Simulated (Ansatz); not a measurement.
**CdS (F-43m) at 3 levels of theory**

One geometry, relaxed with PBE; plane waves with PAW potentials in Ansatz, scalar-relativistic. No spin polarisation. Gaps are the least over mesh and band path; pressure is positive in compression.

```cif
data_structure
_symmetry_space_group_name_H-M 'P 1'
_symmetry_Int_Tables_number 1
_cell_length_a 4.1905
_cell_length_b 4.1905
_cell_length_c 4.1905
_cell_angle_alpha 60.000
_cell_angle_beta 60.000
_cell_angle_gamma 60.000
_cell_volume 52.03
loop_
_atom_site_label
_atom_site_type_symbol
_atom_site_fract_x
_atom_site_fract_y
_atom_site_fract_z
_atom_site_occupancy
Cd1 Cd 0.00000 0.00000 0.00000 1
S1 S 0.25000 0.25000 0.25000 1
```

```csv
level,cutoff (eV),k mesh,gap (eV),pressure (GPa)
PBE,420,8×8×8,1.04,0.0
```

Question: What comes out on the same cell with r2SCAN, LDA?

Answer:
| level | cutoff (eV) | k mesh | gap (eV) | pressure (GPa) |
| --- | --- | --- | --- | --- |
| r2SCAN | 500 | 8×8×8 | 1.49 | -1.4 |
| LDA | 420 | 8×8×8 | 0.76 | -4.9 |

It was relaxed from a cell as deposited in COD.
